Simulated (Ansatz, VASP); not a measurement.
## LiF in VASP and in Ansatz

```
CELL_PARAMETERS angstrom
0.00000 2.16505 2.01400
2.01400 0.00000 2.01400
2.01400 2.16505 0.00000
ATOMIC_POSITIONS crystal
Li 0.00000 0.00000 0.00000
F 0.50000 0.50000 0.50000
```

Change from the starting cell: strain +0.0750 x Voigt [0, 1, 0, 0, 0, 0], atoms carried along.

Alike in both runs: task single point; functional PBE; k mesh 10 × 10 × 10; occupations gaussian, width 0.05 eV; no spin polarisation.

|  | VASP | Ansatz |
| --- | --- | --- |
| version | VASP 6.6.1 | Ansatz 0.2.0 |
| potentials or method | VASP PAW PBE potentials, release 64 (Li_sv, F) | scalar-relativistic, plane waves, PAW |
| plane-wave cutoff (eV) | 520 | 420 |
| valence electrons in the cell | 10 | 10 |

|  | VASP | Ansatz | Ansatz less VASP |
| --- | --- | --- | --- |
| gap on the k mesh at the Fermi level (eV) | 8.38 | 8.38 | +0.002 |
| least direct gap on the mesh (eV) | 8.38 | 8.38 | +0.002 |

 A k mesh can miss the band edges.
